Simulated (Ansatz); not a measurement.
## Preparing TiO2 (Pbcn) as a host crystal

Aim: the runs on the perfect crystal TiO2 (Pbcn) that a defect calculation needs first.

Calculated with Ansatz 0.2.0; plane-wave PAW DFT, r2SCAN; relaxation of the host's cell and atoms; PAW set soft_1, in the first sound run; inputs show where later runs differ.

## (1) The structure

Symmetry: Pbcn, No. 60, orthorhombic system. Conventional cell: a = 4.545 Å, b = 5.520 Å, c = 4.909 Å, α = 90.00°, β = 90.00°, γ = 90.00°. Nearest to Ti lie 6 O at 1.88 to 2.09 Å. O has 3 Ti at 1.88 to 2.09 Å nearest. Farther neighbours and most contacts between anions are not listed.

## (2) Host cell relaxation

Lattice and positions are set free, within the symmetry that the program keeps.

cell/input.yaml reads:

```yaml
crystal:
  lattice:
    - [4.5453496, 0.0, 0.0]
    - [0.0, 5.5196194, 0.0]
    - [0.0, 0.0, 4.9091969]
  atoms:
    - { symbol: Ti, position: [0.5, 0.67299093, 0.75] }
    - { symbol: Ti, position: [0.0, 0.82700907, 0.25] }
    - { symbol: Ti, position: [0.5, 0.32700907, 0.25] }
    - { symbol: Ti, position: [0.0, 0.17299093, 0.75] }
    - { symbol: O, position: [0.72854938, 0.61827536, 0.08135092] }
    - { symbol: O, position: [0.22854938, 0.88172464, 0.91864908] }
    - { symbol: O, position: [0.77145062, 0.88172464, 0.58135092] }
    - { symbol: O, position: [0.27145062, 0.61827536, 0.41864908] }
    - { symbol: O, position: [0.72854938, 0.38172464, 0.58135092] }
    - { symbol: O, position: [0.22854938, 0.11827536, 0.41864908] }
    - { symbol: O, position: [0.77145062, 0.11827536, 0.08135092] }
    - { symbol: O, position: [0.27145062, 0.38172464, 0.91864908] }
basis:
  ecutwfc: 500
  xc_grid: 2
hamiltonian:
  xc: r2scan
  pseudopotentials: { kind: paw, azcp: { folder: soft_1 } }
kpoints:
  mp_grid: { grid: [6, 5, 6] }
scf:
  occupations: { method: fixed }
  max_iter: 100
relax:
  f_tol: 0.005
  max_steps: 60
  cell: {}
output:
  forces: true
  stress: true
checkpoint:
  write: "../cell.run"
  compress: false
  write_wavefunctions: false
  write_every: 100000
```

Run with:

```
> ansatz run input.yaml --threads 32 --pin off --max-ram 56524MiB --backend cuda --events-out ev --progress --plain --runs-dir out --max-vram 78GiB
```

Numbers of over 12 decimals in the logs are rounded to 6 here.

The log of the run:

```text
[... repeated set-up lines and file paths are left out, and long positions are rounded to six places ...]
Engine: ansatz 0.2.0, aarch64-unknown-linux-gnu
Pseudopotentials: kind: paw
Pseudopotential: Ti, paw, valence charge 12, recommended cutoff 500 eV (meta_gga), soft_1/Ti.paw.azcp
Pseudopotential: O, paw, valence charge 6, recommended cutoff 500 eV (meta_gga), soft_1/O.paw.azcp
Functional definition: r2SCAN
  parameter k0 = 0.174
  parameter k1 = 0.065
  parameter a1 = 4.9479
  exchange = r2scan_x(k0 = k0, k1 = k1, a1 = a1)
  correlation = r2scan_c
[...]
Crystal: 12 atoms, lattice volume = 123.165 Å³
Basis set: ecut = 500 eV, 3117 PW (Γ), exchange–correlation on 72×90×72 points (8 copies of the dense FFT grid, shifted against one another)
Bands: 60, of which v1, the nominal top of the filled ones, is band 48 counted from 1 (47 counted from 0)
Symmetry: 8 space group operations
Space group: Pbcn (ITA 60), of the structure as read, at distance tolerance 5.0e-5 Å
k-points: 48 of 180
Non-local potential: Ti, projectors of the file, l = 0: 3, l = 1: 2, l = 2: 3, l = 3: 1
Non-local potential: O, projectors of the file, l = 0: 2, l = 1: 2, l = 2: 1
PAW form: soft (Blöchl's): semilocal exchange-correlation on the pseudo side does not see the compensation charge
PAW frozen core: Ti, regenerated for the run's functional (the file was generated under x = pbe(κ = 0.804, μ = 0.219515), c = pbe(β = 0.066725))
PAW frozen core: O, regenerated for the run's functional (the file was generated under x = pbe(κ = 0.804, μ = 0.219515), c = pbe(β = 0.066725))
PAW one-centre angular grid: Ti, 590 points (default); XC on 160 Gauss nodes
PAW one-centre angular grid: O, 302 points (default); XC on 160 Gauss nodes
Initial density: superposition of atomic densities (chi_scale 0.1, normalization cell, long waves kept (reshape's long-wave potential 0.00 eV rms))
Initial wavefunctions: pseudopotential atomic-orbital guess
[...]
Functional: x = r2scan, c = r2scan; τ floored in thin density (d = 2e-4 eV/Å³)
SCF iter   1: F=—  HF=-14584.866437 eV  |F-HF|=—  |Δ(HF+E_count)|=         —  Δρ=8.06e-2  dr2=7.92e0  dr2_τ=1.38e0  ethr=3.10e-3  ⟨swp⟩=4.0  Hψ=8707  notcnv=0  defer=170
preconditioner: auto → Resta (q_TF=auto, 2.617 Å⁻¹)  ε∞=7.1  [insulator: Δε(μ)=3.583 eV  Ē_g=10.794 eV  n_scr=34 (ndim 8)  ℏωp=26.8 eV  f_vac=0.000  ε∞_Penn≈7.1]
SCF iter   2: F=—  HF=-14584.992090 eV  |F-HF|=—  |Δ(HF+E_count)|=   1.26e-1  Δρ=4.24e-2  dr2=1.30e0  dr2_τ=3.40e-1  ethr=3.10e-3  ⟨swp⟩=2.0  Hψ=5232  notcnv=0  defer=146
SCF iter   3: F=—  HF=-14585.148815 eV  |F-HF|=—  |Δ(HF+E_count)|=   1.57e-1  Δρ=2.33e-2  dr2=5.64e-1  dr2_τ=3.00e-2  ethr=1.36e-3  ⟨swp⟩=2.0  Hψ=4290  notcnv=0  defer=75
automatic band count: iteration 3 solves 58 bands in place of 60: the levels show a gap, and the empty bands left out lie too high to hold charge; the band table lists the bands solved (type scf.n_extra_bands for more)
[...]
automatic band count: iteration 6 solves 56 bands in place of 58: the levels show a gap, and the empty bands left out lie too high to hold charge; the band table lists the bands solved (type scf.n_extra_bands for more)
[...]
SCF 1 converged in 8 iterations: F = -14585.225145 eV  dr2 = 5.94e-8
  greatest PAW one-centre occupation: 1.000 electrons in one spin orbital (limit 2), on the Ti atom at site 3 (counted from 0), in its partial waves of l = 0
relax step   1: F+E_penalty+E_count = -14585.22514476 eV  Δ(F+E_penalty+E_count) = +0.000e0 eV  max|allowed force component| = 9.818e-2 eV/Å  Δτ_max = 0.0000 Å  P = -1.128 GPa  Ω = 123.165 Å³  (8 SCF iters, dr2 threshold 1.00e-7 eV, accepted)
[... the SCF cycles and remarks between the steps are left out from here to the last step ...]
relax step   2: F+E_penalty+E_count = -14585.22803301 eV  Δ(F+E_penalty+E_count) = -2.888e-3 eV  max|allowed force component| = 8.369e-2 eV/Å  Δτ_max = 0.0025 Å  P = -0.293 GPa  Ω = 122.748 Å³  energy of the carried Pulay correction = +3.844e-4 eV  (5 SCF iters, dr2 threshold 1.20e-6 eV, accepted)
relax step   3: F+E_penalty+E_count = -14585.22929095 eV  Δ(F+E_penalty+E_count) = -1.258e-3 eV  max|allowed force component| = 6.052e-2 eV/Å  Δτ_max = 0.0036 Å  P = +0.167 GPa  Ω = 122.544 Å³  energy of the carried Pulay correction = +5.725e-4 eV  (5 SCF iters, dr2 threshold 4.38e-7 eV, accepted)
relax step   4: F+E_penalty+E_count = -14585.22985124 eV  Δ(F+E_penalty+E_count) = -5.603e-4 eV  max|allowed force component| = 3.331e-2 eV/Å  Δτ_max = 0.0138 Å  P = -0.126 GPa  Ω = 122.709 Å³  energy of the carried Pulay correction = +4.203e-4 eV  (6 SCF iters, dr2 threshold 2.29e-7 eV, accepted)
relax step   5: F+E_penalty+E_count = -14585.23048190 eV  Δ(F+E_penalty+E_count) = -6.307e-4 eV  max|allowed force component| = 9.983e-3 eV/Å  Δτ_max = 0.0061 Å  P = +0.053 GPa  Ω = 122.690 Å³  energy of the carried Pulay correction = +4.377e-4 eV  (6 SCF iters, dr2 threshold 1.36e-7 eV, accepted)
relax step   6: F+E_penalty+E_count = -14585.23055153 eV  Δ(F+E_penalty+E_count) = -6.963e-5 eV  max|allowed force component| = 9.833e-4 eV/Å  Δτ_max = 0.0013 Å  P = +0.003 GPa  Ω = 122.691 Å³  energy of the carried Pulay correction = +4.369e-4 eV  (6 SCF iters, dr2 threshold 1.85e-8 eV, accepted)
[...]
relax step   7: F+E_penalty+E_count = -14585.23013204 eV  Δ(F+E_penalty+E_count) = +4.195e-4 eV  max|allowed force component| = 1.002e-3 eV/Å  Δτ_max = 0.0000 Å  P = +0.007 GPa  Ω = 122.691 Å³  stress off target by 9.28e-3 GPa  SCF on the basis re-selected at this cell (its energy is not comparable with the rows above)  (5 SCF iters)
[...]
Σ components = -14585.230132   (vs F -14585.230132, Δ=0.00e0)
--- Forces (eV/Å), atoms counted from 1 ---
  atom   1  Ti     0.00000000     0.00032757     0.00000000
  atom   2  Ti    -0.00000000    -0.00032757     0.00000000
  atom   3  Ti    -0.00000000    -0.00032757     0.00000000
  atom   4  Ti     0.00000000     0.00032757    -0.00000000
  atom   5  O     -0.00058391    -0.00100234     0.00022990
  atom   6  O     -0.00058391     0.00100234    -0.00022990
  atom   7  O      0.00058391     0.00100234     0.00022990
  atom   8  O      0.00058391    -0.00100234    -0.00022990
  atom   9  O     -0.00058391     0.00100234     0.00022990
  atom  10  O     -0.00058391    -0.00100234    -0.00022990
  atom  11  O      0.00058391    -0.00100234     0.00022990
  atom  12  O      0.00058391     0.00100234    -0.00022990
  max |Σ_I F_I| component: 1.30e-18 eV/Å
--- Stress (GPa, compression-positive) ---
        0.009277       0.000000       0.000000
        0.000000       0.008966       0.000000
        0.000000       0.000000       0.001351
  P = ⅓ Tr σ = 0.0065 GPa (0.065 kbar)
--- Band table (eV; the first three rows and the last of 48) ---
  k-point 0: bands = ["-50.0028", "-49.9798", "-49.9738", "-49.9673", [... 52 left out ...] "12.8428", "13.0723", "13.4736", "13.7350"]
  k-point 1: bands = ["-50.0005", "-49.9794", "-49.9741", "-49.9697", [... 52 left out ...] "12.9549", "13.1407", "13.4111", "13.7587"]
  [... further k-points left out ...]
--- Relaxed structure (6 steps of the walk, 6 accepted, 1 SCFs on fresh bases) ---
  F+E_penalty+E_count = -14585.23013204 eV   max|allowed force component| = 1.002e-3 eV/Å   (the final SCF, on the basis selected at the relaxed cell)
  cell:  # Å, volume = 122.6910 Å³
    - [4.546092, 0, 7.072248445531685e-19]
    - [0, 5.513842, 0]
    - [7.638369586540486e-19, 0, 4.894636]
  atoms:
    - { symbol: Ti, position: [0.5, 0.675817, 0.75] }
    - { symbol: Ti, position: [0, 0.824183, 0.25] }
    - { symbol: Ti, position: [0.5, 0.324183, 0.25] }
    - { symbol: Ti, position: [0, 0.175817, 0.75] }
    - { symbol: O, position: [0.728871, 0.618162, 0.080834] }
    - { symbol: O, position: [0.228871, 0.881838, 0.919166] }
    - { symbol: O, position: [0.771129, 0.881838, 0.580834] }
    - { symbol: O, position: [0.271129, 0.618162, 0.419166] }
    - { symbol: O, position: [0.728871, 0.381838, 0.580834] }
    - { symbol: O, position: [0.228871, 0.118162, 0.419166] }
    - { symbol: O, position: [0.771129, 0.118162, 0.080834] }
    - { symbol: O, position: [0.271129, 0.381838, 0.919166] }
```

Elapsed: 5.3 s, on 1 × NVIDIA GB200 with 32 threads of Arm Neoverse V2, shared host; peak memory 1.1 GiB.

Step by step:

| step | energy less that of the first step (eV) | largest force component (eV/Å) | pressure (GPa) | volume (Å³) |
| --- | --- | --- | --- | --- |
| 1 | 0.0000 | 0.0982 | -1.13 | 123.16 |
| 2 | -0.0029 | 0.0837 | -0.29 | 122.75 |
| 3 | -0.0041 | 0.0605 | 0.17 | 122.54 |
| 4 | -0.0047 | 0.0333 | -0.13 | 122.71 |
| 5 | -0.0053 | 0.0100 | 0.05 | 122.69 |
| 6 | -0.0054 | 0.0010 | 0.00 | 122.69 |
| 7 | -0.0050 | 0.0010 | 0.01 | 122.69 |

The log counts 1 steps on a newly chosen plane-wave basis, not all of them marked here; energy and pressure can jump at such steps.

The run keeps the 8 symmetry operations that it works with, so distortions that break them were not tested.

| conventional cell, symmetrised | before | after | change |
| --- | --- | --- | --- |
| a (Å) | 4.545 | 4.546 | +0.0 % |
| b (Å) | 5.520 | 5.514 | -0.1 % |
| c (Å) | 4.909 | 4.895 | -0.3 % |
| volume (Å³/atom) | 10.26 | 10.22 | -0.4 % |

The atoms that moved most (Å, as changes of fractional coordinates times the final cell):

| atom | dx | dy | dz | length |
| --- | --- | --- | --- | --- |
| Ti1 | 0.000 | 0.016 | 0.000 | 0.016 |
| Ti3 | 0.000 | -0.016 | 0.000 | 0.016 |
| Ti4 | 0.000 | 0.016 | 0.000 | 0.016 |
| Ti2 | 0.000 | -0.016 | 0.000 | 0.016 |

Numbers from this step:

```
pressure : 0.006531 GPa
```

The relaxation ends with a largest force component of 0.0010 eV/Å and a pressure of 0.01 GPa.

## (3) Dielectric tensors of the host

The response to a uniform electric field gives the electronic dielectric tensor.

This step: plane-wave PAW DFPT, PBEsol; dielectric tensors, Born charges and zone-centre modes of the host; PAW set soft_1 (Ansatz 0.2.0).

eps/input.yaml reads:

```yaml
crystal:
  lattice:
    - [4.54609151, 0.0, 0.0]
    - [0.0, 5.5138422674, 0.0]
    - [0.0, 0.0, 4.894635538]
  atoms:
    - { symbol: Ti, position: [0.5, 0.67581718, 0.75] }
    - { symbol: Ti, position: [0.0, 0.82418282, 0.25] }
    - { symbol: Ti, position: [0.5, 0.32418282, 0.25] }
    - { symbol: Ti, position: [0.0, 0.17581718, 0.75] }
    - { symbol: O, position: [0.7288711856, 0.618162231, 0.0808341832] }
    - { symbol: O, position: [0.2288711856, 0.881837769, 0.9191658168] }
    - { symbol: O, position: [0.7711288144, 0.881837769, 0.5808341832] }
    - { symbol: O, position: [0.2711288144, 0.618162231, 0.4191658168] }
    - { symbol: O, position: [0.7288711856, 0.381837769, 0.5808341832] }
    - { symbol: O, position: [0.2288711856, 0.118162231, 0.4191658168] }
    - { symbol: O, position: [0.7711288144, 0.118162231, 0.0808341832] }
    - { symbol: O, position: [0.2711288144, 0.381837769, 0.9191658168] }
basis:
  ecutwfc: 420
hamiltonian:
  xc: pbesol
  pseudopotentials: { kind: paw, azcp: { folder: soft_1 }, xc_functional: pbe }
kpoints:
  mp_grid: { grid: [5, 5, 5] }
scf:
  occupations: { method: fixed }
  max_iter: 100
phonons:
  method: dfpt
  dielectric: true
  rigid_motions: translations
```

The log of the run:

```text
[...]
Crystal: 12 atoms, lattice volume = 122.691 Å³
Basis set: ecut = 420 eV, 2413 PW (Γ), exchange–correlation on 64×80×72 points (8 copies of the dense FFT grid, shifted against one another)
Bands: 60, of which v1, the nominal top of the filled ones, is band 48 counted from 1 (47 counted from 0)
Symmetry: 8 space group operations
k-points: 63 of 125 (irreducible under 1 space group operation, time reversal used)
[...]
SCF iter   1: F=—  HF=-14399.483715 eV  |F-HF|=—  |Δ(HF+E_count)|=         —  Δρ=5.45e-2  dr2=3.15e0  ethr=3.10e-3  ⟨swp⟩=3.5  Hψ=11196  notcnv=0  defer=195
[...]
SCF iter   2: F=—  HF=-14399.383926 eV  |F-HF|=—  |Δ(HF+E_count)|=   9.98e-2  Δρ=3.31e-2  dr2=9.64e-1  ethr=3.10e-3  ⟨swp⟩=3.0  Hψ=6735  notcnv=0  defer=336
[...]
SCF iter  11: F=-14399.335407 eV  HF=-14399.335407 eV  |F-HF|=1.82e-12  |Δ(HF+E_count)|=  9.09e-12  Δρ=1.09e-7  dr2=1.18e-11  ethr=1.00e-12  ⟨swp⟩=11.2  Hψ=19145  notcnv=0
SCF 1 converged in 11 iterations: F = -14399.335407 eV  dr2 = 1.18e-11
[...]
the response reads at least the filled bands of the reference SCF and the lowest empty band at each k-point, and that SCF's band table does not vouch for those bands. The notice of the band table in this run's record says why
[...]
NSCF: frozen V_eff on 1 k-points
[...]
NSCF: frozen V_eff on 27 k-points, pencils in batches of 32, up to order 240
[...]
DFPT response loops at q = (0, 0, 0) (fractional): preconditioner auto → Resta (q_TF=auto, 2.619 Å⁻¹)  ε∞=4.7 (no band partly filled); β = 1.00, the filter's whole step (`scf.mixing.beta` (0.50) is not read by the response loops at its default; [...]
[...]
DFPT response loops at Γ: preconditioner auto → Resta (q_TF=auto, 2.619 Å⁻¹)  ε∞=4.7 (no band partly filled); β = 1.00, the filter's whole step (`scf.mixing.beta` (0.50) is not read by the response loops at its default; [...]
[...]
SCF 1 converged in 5 iterations: F = -14399.138986 eV  dr2 = 2.84e-8
[...]
SCF converged after 11 iterations
[...]
295.26      1           108.6048
        302.93      1             0.0000
        305.85      1             0.0000
        318.95      1             0.0000
        332.63      1             0.0000
        339.60      1           119.6801
        344.05      1             0.0000
        374.84      1             0.0000
        402.97      1             0.0000
        407.90      1            63.5195
        414.16      1            39.9845
        415.03      1             0.0000
        424.08      1             0.0000
        436.96      1             0.0000
        465.65      1             7.2804
        502.42      1             0.0000
        508.41      1             0.0000
        520.93      1             0.0000
        539.27      1            20.5067
        551.37      1             0.0000
        606.04      1             0.0000
        611.98      1             0.0000
        689.31      1             9.1401
        799.11      1             0.0000
  optical modes at Γ + LO–TO along q̂ = [1.0000, 0.0000, 0.0000]:
      ω (cm⁻¹)  modes    IR ((D/Å)²/amu)
        140.27      1             0.0000
        162.72      1             0.0000
        166.44      1             0.0000
        185.19      1           140.7417
        222.98      1             0.0000
        245.33      1             5.1206
        277.70      1             1.0465
        285.88      1             0.1806
        285.89      1             0.0000
        295.26      1           108.6048
        302.93      1             0.0000
        305.85      1             0.0000
        318.95      1             0.0000
        332.63      1             0.0000
        344.05      1             0.0000
        374.84      1             0.0000
[...]
optical modes at Γ + LO–TO along q̂ = [0.0000, 1.0000, 0.0000]:
      ω (cm⁻¹)  modes    IR ((D/Å)²/amu)
[...]
optical modes at Γ + LO–TO along q̂ = [0.0000, 0.0000, 1.0000]:
      ω (cm⁻¹)  modes    IR ((D/Å)²/amu)
[...]
436.96      1             0.0000
        465.65      1             7.2804
        502.42      1             0.0000
        508.41      1             0.0000
        515.82      1             4.5488
        520.93      1             0.0000
        551.37      1             0.0000
        606.04      1             0.0000
        611.98      1             0.0000
        689.31      1             9.1401
        795.38      1           221.2860
        799.11      1             0.0000
```

The job ended after 15 s (1 × NVIDIA GB200 with 32 threads; peak memory 3.2 GiB).

Reading the cycles: dr2 is the Hartree energy of the density residual (eV), the measure of convergence; HF is the Harris–Foulkes estimate of the energy, which meets the free energy F at convergence.

Electronic dielectric tensor:

```
8.12 0.00 0.00
0.00 6.56 0.00
0.00 0.00 7.66
```

Static dielectric tensor:

```
96.87  0.00  0.00
 0.00 32.60  0.00
 0.00  0.00 88.34
```

The principal values of the electronic dielectric tensor are 6.56, 7.66 and 8.12. The principal values of the static dielectric tensor are 32.60, 88.34 and 96.87.

## (4) Primitive cell on a dense mesh

A dense mesh gives the host's converged energy, against which the supercell's sampling is tested.

This step: plane-wave PAW DFT, r2SCAN; single point of the host's primitive cell on a dense mesh; PAW set soft_1 (Ansatz 0.2.0).

dense/input.yaml, as its differences from eps/input.yaml of step 3:

```diff
@@ -19,14 +19,11 @@
 basis:
-  ecutwfc: 420
+  ecutwfc: 500
+  xc_grid: 2
 hamiltonian:
-  xc: pbesol
-  pseudopotentials: { kind: paw, azcp: { folder: soft_1 }, xc_functional: pbe }
+  xc: r2scan
+  pseudopotentials: { kind: paw, azcp: { folder: soft_1 } }
 kpoints:
-  mp_grid: { grid: [5, 5, 5] }
+  mp_grid: { grid: [6, 5, 6] }
 scf:
-  occupations: { method: fixed }
-  max_iter: 100
-phonons:
-  method: dfpt
-  dielectric: true
-  rigid_motions: translations
+  occupations: { method: fermi_dirac, width: 0.01 }
+  max_iter: 80
```

The log of the run:

```text
[...]
device memory: the entry about to start is reckoned to put 6.1 GiB on a device that reports 172.9 GiB free (of which the cap on the GPU budget leaves the run 78.0 GiB)
GPU FFT provider: cuFFT
GPU libraries: cuBLAS 13.8.1, cuFFT 12.4.0, cuSOLVER 12.3.2
GPU matrix products: emulated (plane waves: as basis.precision tells), large ones in fixed point in workspaces of 1.00 GiB
Crystal: 12 atoms, lattice volume = 122.691 Å³
Basis set: ecut = 500 eV, 3109 PW (Γ), exchange–correlation on 72×90×72 points (8 copies of the dense FFT grid, shifted against one another)
Bands: 60, of which v1, the nominal top of the filled ones, is band 48 counted from 1 (47 counted from 0)
Symmetry: 8 space group operations
[...]
k-points: 48 of 180
[...]
GPU buffer pool allocated for 58320 grid points (all kernels)
GPU transforms: local potential and band sums: pruned to the plane-wave sphere, on 36×45×36
[...]
SCF iter   1: F=—  HF=-14584.875215 eV  |F-HF|=—  |Δ(HF+E_count)|=         —  Δρ=8.09e-2  dr2=7.89e0  dr2_τ=1.38e0  ethr=3.10e-3  ⟨swp⟩=5.9  Hψ=9200  notcnv=0  defer=3
[...]
SCF iter   8: F=-14585.230132 eV  HF=-14585.230132 eV  |F-HF|=2.04e-8  |Δ(HF+E_count)|=   3.87e-8  Δρ=7.33e-6  dr2=5.50e-8  dr2_τ=3.10e-9  ethr=1.28e-10  ⟨swp⟩=1.9  Hψ=7565  notcnv=0
SCF 1 converged in 8 iterations: F = -14585.230132 eV  dr2 = 5.50e-8
[...]
SCF converged after 8 iterations
Free energy (F): -14585.230132 eV
[...]
Internal energy: -14585.230132 eV  (E = F + TS)
E sigma→0 (E₀):  -14585.230132 eV
Fermi energy:    10.118858 eV
[...]
```

The job ended after 1.7 s (1 × NVIDIA GB200 with 32 threads; peak memory 0.93 GiB; 3.4 s of CPU time).

[end of part 1 of 2]

[Logs are printed without paths, hosts, clocks, repeated set-up lines and the standing remarks that a program may print on its own settings, such as how far it seeks lower states.]

[Hosts, paths, dates, database ids (printed as entryN), source tags and the programs' standing remarks are cut or masked in the printed files.]

[Runs of the host that timed out are not shown.]

[For some hosts the program warned that the k-mesh of the response run may be too coarse for force constants and the static dielectric constant; such warnings are not always shown.]
